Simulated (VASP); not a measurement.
# TiC: relaxation of cell and atoms with vdW-DF2

The system is TiC.

```
Ti C
1.0
     3.04209    0.00000    0.00000
    -1.52104    2.63452    0.00000
     0.00000    0.00000    2.69797
Ti C
1 1
Direct
  0.00000 0.00000 0.50000
  0.33333 0.66667 0.00000
```

The cell was built by a generator and needn't be a form met in nature.

* Program: VASP 6.6.1
* Task: relaxation of cell and atoms
* Functional: vdW-DF2
* Potentials or basis: VASP PAW PBE potentials, release 64 (Ti_sv, C)
* Cutoff: 600 eV
* k mesh: 10 × 10 × 10
* Occupations: fermi-dirac, width 0.05 eV
* Spin: no spin polarisation
* Further INCAR settings: ALGO = Normal; EDIFF = 1e-06; IBRION = 2; EDIFFG = -0.005; NSW = 40; ISIF = 3

The relaxed volume is 11.38 Å³/atom, the relaxed cell is a = 3.099 Å, b = 3.099 Å, c = 2.735 Å, α = 90.00°, β = 90.00°, γ = 120.00° and the space group after relaxing (to 0.05 Å) is P-6m2 (No. 187). The energy gained by relaxing is 17.9 meV/atom. The ionic steps are 10 and the pressure after relaxing is 0.0 GPa. The band gap on the k mesh is none (metal or under the smearing width).

Step by step:
| step | energy change (eV) | largest force (eV/Å) | pressure (GPa) | volume (Å³) |
| --- | --- | --- | --- | --- |
| 1 | 0.0000 | 0.0001 | 10.72 | 21.62 |
| 2 | 0.0024 | 0.0000 | -9.19 | 23.97 |
| 3 | -0.0353 | 0.0001 | -0.01 | 22.73 |
| 4 | -0.0353 | 0.0001 | 0.08 | 22.71 |
| 5 | -0.0357 | 0.0000 | 0.15 | 22.73 |
| 6 | -0.0358 | 0.0000 | 0.17 | 22.74 |
| 7 | -0.0358 | 0.0000 | 0.12 | 22.74 |
| 8 | -0.0358 | 0.0000 | 0.06 | 22.74 |
| 9 | -0.0358 | 0.0000 | 0.06 | 22.74 |
| 10 | -0.0358 | 0.0000 | 0.01 | 22.75 |

Final structure:
```
CELL_PARAMETERS angstrom
3.09929 0.00000 0.00000
-1.54964 2.68405 0.00000
0.00000 0.00000 2.73526
ATOMIC_POSITIONS crystal
Ti 0.00000 0.00000 0.50000
C 0.33333 0.66667 0.00000
```

Levels at points of the mesh, in eV from the Fermi level:
```csv
k point,band 5,band 6,band 7,band 8,band 9,band 10,band 11,band 12
"(0.00, 0.00, 0.00)",-11.57,-1.54,-1.54,-0.79,2.18,2.99,2.99,5.18
"(0.50, 0.00, 0.00)",-9.45,-4.45,-0.59,-0.28,0.15,2.73,3.09,3.30
"(0.50, 0.50, 0.00)",-9.45,-4.45,-0.59,-0.28,0.15,2.73,3.09,3.30
"(0.00, 0.00, 0.50)",-8.75,-5.14,-0.54,-0.54,1.01,1.01,4.29,4.41
"(0.50, 0.00, 0.50)",-8.62,-3.69,-2.36,-2.10,1.54,2.89,3.89,4.99
"(0.50, 0.50, 0.50)",-8.62,-3.69,-2.36,-2.10,1.54,2.89,3.89,4.99
```

Wall time 4.3 min on 1 thread of Intel(R) Xeon(R) Platinum 8375C CPU @ 2.90GHz (Ice Lake), on a shared host, peak memory 0.33 GiB.

Caveat: the PAW data sets were made with another functional, which shifts forces and pressure a little.
